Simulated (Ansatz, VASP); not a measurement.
## C (C (Fd-3m)): VASP beside Ansatz

Wanted: the spread between two codes on one cell, functional and k mesh. The cell is taken from a series of runs on this material, whose earlier steps may have relaxed, scaled, displaced or heated it; both programs get it as it stands.

Main program and level: Ansatz 0.2.0; plane waves, with VASP 6.6.1 beside it; single point at PBE0.

### 1. Set-up

The structure is cubic, space group Fd-3m (No. 227). Conventional cell: a = 3.554 Å, b = 3.554 Å, c = 3.554 Å, α = 90.00°, β = 90.00°, γ = 90.00°. C has 4 C at 1.54 Å nearest.

Coordinates:

```
C
1.0
     3.55380    0.00000    0.00000
     0.00000    3.55380    0.00000
     0.00000    0.00000    3.55380
C
8
Cartesian
  0.0000 0.0000 0.0000
  0.0000 1.7769 1.7769
  1.7769 0.0000 1.7769
  1.7769 1.7769 0.0000
  0.8885 0.8885 0.8885
  0.8885 2.6654 2.6654
  2.6654 0.8885 2.6654
  2.6654 2.6654 0.8885
```

### 2. VASP: single point, PBE0

A single point gives forces, pressure and levels at one fixed geometry, so differences don't come from the geometry; what else differs is listed under the comparison.

Lines of VASP's logs that name or quote its potential files are left out, and so is its time.

The run reads the wave functions of an earlier VASP run, which isn't shown here.

INCAR

```
SYSTEM = C
PREC = Accurate
ENCUT = 520
EDIFF = 1E-06
NELM = 100
ISMEAR = -1
SIGMA = 0.01
LREAL = .FALSE.
ALGO = Normal
LHFCALC = .TRUE.
AEXX = 0.25
GGA = PE
LASPH = .TRUE.
NBANDS = 24
PRECFOCK = Fast
LORBIT = 11
LWAVE = .FALSE.
LCHARG = .FALSE.
ISIF = 2
```

POSCAR

```
C
1.0
    3.5538030000      0.0000000000      0.0000000000
    0.0000000000      3.5538030000      0.0000000000
    0.0000000000      0.0000000000      3.5538030000
C
8
Direct
    0.0000000000      0.0000000000      0.0000000000
    0.0000000000      0.5000000000      0.5000000000
    0.5000000000      0.0000000000      0.5000000000
    0.5000000000      0.5000000000      0.0000000000
    0.2500000000      0.2500000000      0.2500000000
    0.2500000000      0.7500000000      0.7500000000
    0.7500000000      0.2500000000      0.7500000000
    0.7500000000      0.7500000000      0.2500000000
```

KPOINTS

```
Automatic mesh
0
Gamma
2 2 2
0 0 0
```

The projector-augmented-wave data sets are C (PBE family, release 64).

The run is started by

```console
> export OMP_NUM_THREADS=3
> mpirun -np 1 vasp_std
```

Numbers of over 12 decimals in the logs are rounded to 6 here.

The log of the run:

```text
[banner, memory and clock lines left out]
running    1 mpi-ranks, on    1 nodes
 distrk:  each k-point on    1 cores,    1 groups
 distr:  one band on    1 cores,    1 groups
 Offloading initialized ...    1 GPUs detected
 POSCAR found type information on POSCAR C
 POSCAR found :  1 types and       8 ions
 LDA part: xc-table for (Slater+PW92), standard interpolation
 found WAVECAR, reading the header
 POSCAR, INCAR and KPOINTS ok, starting setup
 FFT: planning ... GRIDC
 FFT: planning ... GRID_SOFT
 FFT: planning ... GRID
 reading WAVECAR
 the WAVECAR file was read successfully
 initial charge from wavefunction
 entering main loop
       N       E                     dE             d eps       ncg     rms          rms(c)
DAV:   1    -0.882245651201E+02   -0.88225E+02   -0.10306E+00   200   0.683E+00    0.147E+00
DAV:   2    -0.882284901679E+02   -0.39250E-02   -0.14440E-02   208   0.709E-01    0.901E-01
DAV:   3    -0.882262382430E+02    0.22519E-02   -0.15459E-03   216   0.253E-01    0.493E-01
DAV:   4    -0.882255931008E+02    0.64514E-03   -0.53464E-04   224   0.156E-01    0.262E-01
DAV:   5    -0.882254201274E+02    0.17297E-03   -0.13708E-04   224   0.810E-02    0.140E-01
DAV:   6    -0.882253720887E+02    0.48039E-04   -0.32918E-05   224   0.407E-02    0.751E-02
DAV:   7    -0.882253583635E+02    0.13725E-04   -0.79071E-06   224   0.205E-02    0.407E-02
DAV:   8    -0.882253544102E+02    0.39532E-05   -0.18544E-06   152   0.105E-02    0.228E-02
DAV:   9    -0.882253533280E+02    0.10822E-05   -0.70739E-07   128   0.717E-03    0.121E-02
DAV:  10    -0.882253530780E+02    0.25003E-06   -0.15544E-07   112   0.337E-03
   1 F= -.88225353E+02 E0= -.88225353E+02  d E =-.205848E-13
```

OUTCAR, selected parts (step 2):

```text
ion  position               nearest neighbor table
   1  0.000  0.000  0.000-   5 1.54   6 1.54   7 1.54   8 1.54
   2  0.000  0.500  0.500-   5 1.54   6 1.54   7 1.54   8 1.54
   3  0.500  0.000  0.500-   5 1.54   6 1.54   7 1.54   8 1.54
   4  0.500  0.500  0.000-   5 1.54   6 1.54   7 1.54   8 1.54
   5  0.250  0.250  0.250-   1 1.54   2 1.54   3 1.54   4 1.54
   6  0.250  0.750  0.750-   1 1.54   2 1.54   3 1.54   4 1.54
   7  0.750  0.250  0.750-   1 1.54   2 1.54   3 1.54   4 1.54
   8  0.750  0.750  0.250-   1 1.54   2 1.54   3 1.54   4 1.54

  LATTYP: Found a simple cubic cell.
 ALAT       =     3.5538030000

 Subroutine GETGRP returns: Found 48 space group operations
 (whereof 24 operations were pure point group operations)

The static configuration has the point symmetry T_d .
 The point group associated with its full space group is O_h .

 Found      4 irreducible k-points:

   k-points           NKPTS =      4   k-points in BZ     NKDIM =      8   number of bands    NBANDS=     24

   dimension x,y,z NGX =    28 NGY =   28 NGZ =   28
   dimension x,y,z NGXF=    56 NGYF=   56 NGZF=   56

   ENCUT  =  520.0 eV  38.22 Ry    6.18 a.u.   6.61  6.61  6.61*2*pi/ulx,y,z

   NELECT =      32.0000    total number of electrons

 k-points in reciprocal lattice and weights: Automatic mesh
   0.00000000  0.00000000  0.00000000       0.125
   0.50000000  0.00000000  0.00000000       0.375
   0.50000000  0.50000000  0.00000000       0.375
   0.50000000  0.50000000  0.50000000       0.125

  exchange ACFDT corr.  =         0.00000000  see jH, gK, PRB 81, 115126

 average (electrostatic) potential at core
       1 -40.9886       2 -40.9886       3 -40.9886       4 -40.9886       5 -40.9886
       6 -40.9886       7 -40.9886       8 -40.9886

 E-fermi :   9.0868

 k-point     1 :       0.0000    0.0000    0.0000
  band No.  band energies     occupation
    ...
     12       1.8913      2.00000
     13       1.8913      2.00000
     14       8.7862      2.00000
     15       8.7862      2.00000
     16       8.7862      2.00000
     17      15.6708      0.00000
     18      15.6708      0.00000
     19      15.6708      0.00000
     20      15.6708      0.00000
     21      15.6708      0.00000
    ...

 k-point     2 :       0.5000    0.0000    0.0000
  band No.  band energies     occupation
    ...
     12       3.8182      2.00000
     13       4.3138      2.00000
     14       4.3138      2.00000
     15       4.3138      2.00000
     16       4.3138      2.00000
     17      15.4501      0.00000
     18      15.4501      0.00000
     19      21.5029      0.00000
     20      21.5029      0.00000
     21      21.9161      0.00000
    ...

 k-point     3 :       0.5000    0.5000    0.0000
  band No.  band energies     occupation
    ...
     12       0.5099      2.00000
     13       5.5020      2.00000
     14       5.5020      2.00000
     15       5.5020      2.00000
     16       5.5021      2.00000
     17      19.1475      0.00000
     18      19.1475      0.00000
     19      19.1475      0.00000
     20      19.1475      0.00000
     21      21.6067      0.00000
    ...

  Total       -0.1872304     -0.1872304     -0.1872304     -0.0000000     -0.0000000      0.0000000
  in kB       -6.6835439     -6.6835439     -6.6835439     -0.0000000     -0.0000000      0.0000000
  external PRESSURE =      -6.6835439 kB  Pullay stress =       0.0000000 kB

  energy-cutoff  :      520.00
  volume of cell :       44.88
      direct lattice vectors                 reciprocal lattice vectors
     3.553803000  0.000000000  0.000000000     0.281388698  0.000000000  0.000000000
     0.000000000  3.553803000  0.000000000     0.000000000  0.281388698  0.000000000
     0.000000000  0.000000000  3.553803000     0.000000000  0.000000000  0.281388698

 POSITION                                       TOTAL-FORCE (eV/Angst)
 -----------------------------------------------------------------------------------
      0.00000      0.00000      0.00000        -0.000000      0.000000     -0.000000
      0.00000      1.77690      1.77690        -0.000000     -0.000000     -0.000000
      1.77690      0.00000      1.77690        -0.000000     -0.000000     -0.000000
      1.77690      1.77690      0.00000        -0.000000      0.000000      0.000000
      0.88845      0.88845      0.88845         0.000000     -0.000000      0.000000
      0.88845      2.66535      2.66535         0.000000     -0.000000     -0.000000
      2.66535      0.88845      2.66535         0.000000      0.000000     -0.000000
      2.66535      2.66535      0.88845         0.000000      0.000000      0.000000
 -----------------------------------------------------------------------------------
    total drift:                                0.000001      0.000001     -0.000002

  FREE ENERGIE OF THE ION-ELECTRON SYSTEM (eV)
  ---------------------------------------------------
  free  energy   TOTEN  =       -88.2253530780 eV

  energy  without entropy=      -88.2253530780  energy(sigma->0) =      -88.22535308

 total charge
# of ion       s       p       d       tot
------------------------------------------
    1        0.830   1.766   0.000   2.595
    2        0.830   1.766   0.000   2.595
    3        0.830   1.766   0.000   2.595
    4        0.830   1.766   0.000   2.595
    5        0.830   1.766   0.000   2.595
    6        0.830   1.766   0.000   2.595
    7        0.830   1.766   0.000   2.595
    8        0.830   1.766   0.000   2.595
--------------------------------------------------
tot          6.636  14.125   0.000  20.761

[... 1 further part left out ...]
```

The run ends at a pressure of -0.67 GPa.

### 3. Ansatz: single point, PBE0

Ansatz runs on its default PAW (the set named soft_2) files.

The same cell, functional, mesh and smearing now go to Ansatz.

input.yaml

```yaml
crystal:
  lattice:
    - [3.553803, 0.0, 0.0]
    - [0.0, 3.553803, 0.0]
    - [0.0, 0.0, 3.553803]
  atoms:
    - { symbol: C, position: [0.0, 0.0, 0.0] }
    - { symbol: C, position: [0.0, 0.5, 0.5] }
    - { symbol: C, position: [0.5, 0.0, 0.5] }
    - { symbol: C, position: [0.5, 0.5, 0.0] }
    - { symbol: C, position: [0.25, 0.25, 0.25] }
    - { symbol: C, position: [0.25, 0.75, 0.75] }
    - { symbol: C, position: [0.75, 0.25, 0.75] }
    - { symbol: C, position: [0.75, 0.75, 0.25] }
basis:
  ecutwfc: 420.0
  ecutrho_ratio: 4
  xc_grid: 2
  fft_grid_basis: typed
  precision: f64
kpoints:
  mp_grid: { grid: [2, 2, 2] }
  band_path: { path: [VBM, CBM], npoints: 1 }
hamiltonian:
  xc: pbe0
  pseudopotentials: { kind: paw }
scf:
  max_iter: 60
  occupations: { method: fermi_dirac, width: 0.01 }
checkpoint:
  write: "../host.point.run"
  compress: false
  write_wavefunctions: true
  write_every: 100000
```

The run is started by

```console
> ansatz run input.yaml --threads 4 --pin off --max-ram 11304MiB --backend cpu --events-out ev --progress --plain --runs-dir out
```

The log of the run:

```text
Engine: ansatz 0.2.0, aarch64-unknown-linux-gnu
Pseudopotentials: kind: paw
Pseudopotential: C, paw, valence charge 4, recommended cutoff 420 eV (normal), C.paw.azcp
Functional definition: PBE0
  parameter a = 0.25
  parameter kappa = 0.804
  parameter beta = 0.066725
  exchange = (1 - a)*pbe_x(kappa = kappa, mu = beta*pi^2/3) + a*exact_x
  correlation = pbe_c(beta = beta)
Crystal: 8 atoms, lattice volume = 44.883 Å³
Basis set: ecut = 420 eV, 895 PW (Γ), exchange–correlation on 48×48×48 points (8 copies of the dense FFT grid, shifted against one another)
Bands: 24, of which v1, the nominal top of the filled ones, is band 16 counted from 1 (15 counted from 0)
Symmetry: 192 space group operations
Space group: Fd-3m (ITA 227), of the structure as read, at distance tolerance 3.6e-5 Å
k-points: 4 of 8
Non-local potential: C, projectors of the file, l = 0: 2, l = 1: 2, l = 2: 1
PAW form: soft (Blöchl's): semilocal exchange-correlation on the pseudo side does not see the compensation charge
PAW frozen core: C, regenerated for the run's functional, and the local potential with it (the file was generated under x = pbe(κ = 0.804, μ = 0.219515), c = pbe(β = 0.066725))
PAW one-centre angular grid: C, 110 points (default); XC on 64 Gauss nodes
Initial density: superposition of atomic densities (neutral atoms: chi_scale 0, normalization atom), corrected by the library's trained network
Initial wavefunctions: pseudopotential atomic-orbital guess
Functional: x = pbe(κ = 0.804, μ = 0.219515), c = pbe(β = 0.066725), warm-up for x = 0.75 pbe(κ = 0.804, μ = 0.219515) + 0.25 exact, c = pbe(β = 0.066725)
SCF iter   1: F=—  HF=-2005.710639 eV  |F-HF|=—  |Δ(HF+E_count)|=         —  Δρ=4.43e-3  dr2=6.22e-3  ethr=1.77e-3  ⟨swp⟩=8.2  Hψ=460  notcnv=0
preconditioner: auto → none  [insulator: Δε(μ)=4.480 eV  Ē_g=17.582 eV  σ=0.010 eV  W_gap=1.00  n_scr=18 (ndim 8)  ℏωp=31.4 eV  f_vac=0.000  D(μ)=0.00/eV (n_scr^D=0)]
SCF iter   2: F=-2005.708593 eV  HF=-2005.708870 eV  |F-HF|=2.78e-4  |Δ(HF+E_count)|=   1.77e-3  Δρ=1.69e-3  dr2=8.40e-4  ethr=1.94e-5  ⟨swp⟩=6.2  Hψ=251  notcnv=0  defer=6
SCF 1 stopped early in 2 iterations: F = -2005.708593 eV  dr2 = 8.40e-4
  greatest PAW one-centre occupation: 0.641 electrons in one spin orbital (limit 2), on the C atom at site 7 (counted from 0), in its partial waves of l = 0
Initial density: handed on by an earlier stage of this run
Initial wavefunctions: those handed on with the density
Functional: x = 0.75 pbe(κ = 0.804, μ = 0.219515) + 0.25 exact, c = pbe(β = 0.066725)
Frozen-core exchange: fock
SCF iter   1: F=—  HF=-2006.809020 eV  |F-HF|=—  |Δ(HF+E_count)|=         —  Δρ=9.72e-3  dr2=1.50e-2  ethr=2.62e-5  ⟨swp⟩=5.8  Hψ=395  notcnv=0
preconditioner: auto → none  [insulator: Δε(μ)=6.515 eV  Ē_g=20.676 eV  σ=0.010 eV  W_gap=1.00  n_scr=18 (ndim 8)  ℏωp=31.4 eV  f_vac=0.000  D(μ)=0.00/eV (n_scr^D=0)]
SCF iter   2: F=—  HF=-2006.803606 eV  |F-HF|=—  |Δ(HF+E_count)|=   5.41e-3  Δρ=4.30e-3  dr2=2.97e-3  ethr=2.62e-5  ⟨swp⟩=2.8  Hψ=209  notcnv=0
iter 3 solved again at ethr=2.92e-7 eV; its pass at ethr=7.73e-6 eV (dr2=9.34e-5 eV) is discarded
SCF iter   3: F=—  HF=-2006.812205 eV  |F-HF|=—  |Δ(HF+E_count)|=   8.60e-3  Δρ=8.72e-4  dr2=1.03e-4  ethr=2.92e-7  ⟨swp⟩=2.2  Hψ=431  notcnv=0
SCF iter   4: F=—  HF=-2006.812168 eV  |F-HF|=—  |Δ(HF+E_count)|=   3.65e-5  Δρ=1.03e-4  dr2=1.15e-5  ethr=2.92e-7  ⟨swp⟩=2.0  Hψ=167  notcnv=0
SCF iter   5: F=-2006.812300 eV  HF=-2006.812302 eV  |F-HF|=1.74e-6  |Δ(HF+E_count)|=   1.34e-4  Δρ=9.33e-5  dr2=2.24e-6  ethr=4.62e-9  ⟨swp⟩=4.5  Hψ=280  notcnv=0
SCF 2 stopped early in 5 iterations: F = -2006.812300 eV  dr2 = 2.24e-6
  greatest PAW one-centre occupation: 0.645 electrons in one spin orbital (limit 2), on the C atom at site 7 (counted from 0), in its partial waves of l = 0
hybrid outer 1: dexx = +1.115e-2 eV, tail = 5.22e-5 eV
Frozen-core exchange: fock
SCF iter   1: F=—  HF=-2006.812492 eV  |F-HF|=—  |Δ(HF+E_count)|=         —  Δρ=9.08e-5  dr2=1.52e-6  ethr=8.16e-7  ⟨swp⟩=4.0  Hψ=234  notcnv=0
preconditioner: auto → none  [insulator: Δε(μ)=6.556 eV  Ē_g=20.676 eV  σ=0.010 eV  W_gap=1.00  n_scr=18 (ndim 8)  ℏωp=31.4 eV  f_vac=0.000  D(μ)=0.00/eV (n_scr^D=0)]
iter 2 solved again at ethr=7.08e-11 eV; its pass at ethr=4.50e-9 eV (dr2=2.27e-8 eV) is discarded
SCF iter   2: F=-2006.812492 eV  HF=-2006.812492 eV  |F-HF|=1.81e-8  |Δ(HF+E_count)|=   5.82e-8  Δρ=1.75e-5  dr2=2.57e-8  ethr=7.08e-11  ⟨swp⟩=3.2  Hψ=427  notcnv=0
SCF 3 converged in 2 iterations: F = -2006.812492 eV  dr2 = 2.57e-8
hybrid outer 2: dexx = +9.404e-7 eV, tail = 8.66e-8 eV, Δε = 3.61e-3 eV (about 1.56e-4 eV left of the loop's levels)
NSCF: frozen V_eff on 20 k-points
NSCF: frozen V_eff on 20 k-points
[...]
hybrid SCF converged: 2 outer / 7 inner (+2 warm-up), last move |dexx| = 9.40e-7 eV, tail = 8.66e-8 eV
Stability not checked: this state was not tested for a lower state beside it, because the functional holds exact exchange (a hybrid, or Hartree-Fock), whose exchange loop this test does not read (fock_operator; see scf.lower_state_search)
Free energy (F): -2006.812493 eV
Frozen-core exchange: fock
Harris-Foulkes:  -2006.812493 eV  (|F-HF|=1.81e-8)
Internal energy: -2006.812493 eV  (E = F + TS)
E sigma→0 (E₀):  -2006.812493 eV
Fermi energy:    15.758612 eV
--- Per-component energies (eV) ---
  E_band       = 83.651645
  E_kinetic    = 742.356874
  E_local      = -482.566306  (includes V_loc(G=0)·N_el)
  E_nonlocal   = 209.246452
  E_hartree    = 106.450670
  E_xc         = -303.071117
  E_vxc        = -375.807000  (∫ρ·V_xc dr)
  E_exx        = -86.848756  (= α·E_x^exact, valence–valence)
  E_paw        = -795.330590  (= ΣΔE_a)
  E_vpaw       = -48.783577  (= ΣTr[D̂ρ^β])
  E_aug_tail   = 0.000065  (compensation charges beyond the density's cutoff)
  E_ewald      = -1396.912225
  E_core_change = -0.137560  (= ΣΔE_core)
  E_smearing   = -0.000000  (= −TS)
  E_closure    = -0.000000  (closes the sum)
  Σ components = -2006.812493   (vs F -2006.812493, Δ=2.27e-13)
--- Band table (eV) ---
  k-point 0: bands = [... 12 lower, 5.5469, 12.4838, 12.4838, 12.4838, 19.2665, 19.2665, 19.2665, 19.2665, ... 1 higher]
  k-point 1: bands = [... 12 lower, 7.9914, 7.9914, 7.9914, 7.9914, 19.0404, 19.0404, 25.0943, 25.0943, ... 1 higher]
  k-point 2: bands = [... 12 lower, 9.1768, 9.1768, 9.1768, 9.1768, 22.7438, 22.7438, 22.7438, 22.7438, ... 1 higher]
  k-point 3: bands = [... 12 lower, 9.4047, 9.4047, 9.4047, 9.4047, 23.3989, 23.3989, 23.3989, 23.3989, ... 1 higher]
  guard bands above this table: 3 of the run's 24 bands. The solve was not asked for them (output.publish_guard_bands: true or output.eigenvalues: true publishes all)
```

Reading the cycles: dr2 is the Hartree energy of the density residual (eV), the measure of convergence; HF is the Harris–Foulkes estimate of the energy, which meets the free energy F at convergence.

### 4. Differences

Known differences besides the potentials themselves: exact exchange at q = 0 is treated differently, which shows on coarse meshes; VASP keeps PBE cores, Ansatz makes them for the functional; the cutoff is 420 eV in Ansatz and 520 eV in VASP; VASP takes a coarser grid for exact exchange (PRECFOCK = Fast). Total energies have different zeros and are not compared.

Both answers:

```tsv
quantity	Ansatz	VASP	difference
gap on the k mesh (eV)	6.557	6.664	-0.107
```

A gap on the mesh is an upper bound, since the band edges may lie between its points.

### 5. Outcome

```json
{
  "difference in gap on the k mesh (single point, PBE0)": "-0.11 eV"
}
```

The difference in gap on the k mesh is -0.11 eV (single point, PBE0), beyond the 0.08 eV picked in this series as the mark of a large difference. What causes the difference of the single point, PBE0 pair stays open here. How closely two codes agree says nothing of how well the functional describes the real material.

[Lines on the potential files, build, host, timing and source positions are cut from VASP's logs without a mark.]

[Logs are printed without paths, hosts, clocks, repeated set-up lines and the standing remarks that a program may print on its own settings, such as how far it seeks lower states.]

[Hosts, paths, dates, database ids (printed as entryN), source tags and the programs' standing remarks are cut or masked in the printed files.]
